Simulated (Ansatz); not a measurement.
This script makes an equation of state with a fit of Ti, space group Fm-3m with the Python package of Ansatz (0.2.0).

`run_eos.py`
```python
import ansatz as az
import numpy as np
from scipy.optimize import curve_fit

VECTORS = np.array([
    [0.0, 2.03, 2.03],
    [2.03, 0.0, 2.03],
    [2.03, 2.03, 0.0],
])
SITES = [
    ('Ti', [0.0, 0.0, 0.0]),
]


def on_lattice(cell):
    crystal = az.Crystal(lattice=az.Lattice.of(cell))
    for symbol, position in SITES:
        crystal = crystal.atom(symbol, position)
    return crystal

def vinet(v, e0, v0, b0, b1):
    eta = (v / v0) ** (1 / 3)
    return e0 + 2 * b0 * v0 / (b1 - 1) ** 2 * (2 - (5 + 3 * b1 * (eta - 1) - 3 * eta) * np.exp(-1.5 * (b1 - 1) * (eta - 1)))


def main() -> None:
    volumes, energies = [], []
    for scale in np.linspace(0.95, 1.07, 5):
        cell = VECTORS * scale ** (1 / 3)
        base = (
            on_lattice(cell).calculation()
            .functional('pbe')
            .occupations('Fermi-Dirac', width=0.1)
            .basis(500)
            .kpoints(10, 10, 10)
        )
        r = base.run().report
        volumes.append(abs(np.linalg.det(cell)) / len(SITES))
        energies.append(r['free_energy_ev'] / len(SITES))
        print(f'V = {volumes[-1]:8.4f} A^3/atom  F = {energies[-1]:.5f} eV/atom')

    guess = (min(energies), volumes[int(np.argmin(energies))], 0.5, 4.5)
    (e0, v0, b0, b1), _ = curve_fit(vinet, np.array(volumes), np.array(energies), p0=guess, maxfev=20000)
    print(f'Vinet fit: V0 = {v0:.4f} A^3/atom, B0 = {160.21766 * b0:.1f} GPa, B1 = {b1:.2f}')
    print('largest residual', round(1000 * float(np.abs(vinet(np.array(volumes), e0, v0, b0, b1) - energies).max()), 3), 'meV/atom')


if __name__ == '__main__':
    main()
```

From its runs, with one value withheld:

| V (Å³/atom) | F less the lowest row shown (meV/atom) |
| --- | --- |
| 15.894 | 51.11 |
| 16.396 | 22.06 |
| 16.898 | 5.52 |
| 17.400 | 0.00 |
| 17.902 | ? |

What is the missing energy at 17.902 Å³ an atom?

A third-order Birch-Murnaghan fit, E = E0 + (9 V0 B0 / 16) [(t - 1)³ B' + (t - 1)² (6 - 4t)] with t = (V0/V)^(2/3), through the 4 rows shown gives V0 = 17.425 Å³, B0 = 106.6 GPa, B' = 3.41 and E0 = -0.01 meV. At V = 17.902 Å³, t = 0.98214, and the fit extrapolates to 4.17 meV. The run gave 4.14 meV, a miss of 0.03 meV.

No spin polarisation was allowed. For a metal this k-point mesh is coarse: on a finer one energies can move by several to tens of meV an atom and pressures by half a GPa or more, differences at one mesh by less. This isn't the structure that Ti takes at ambient conditions.
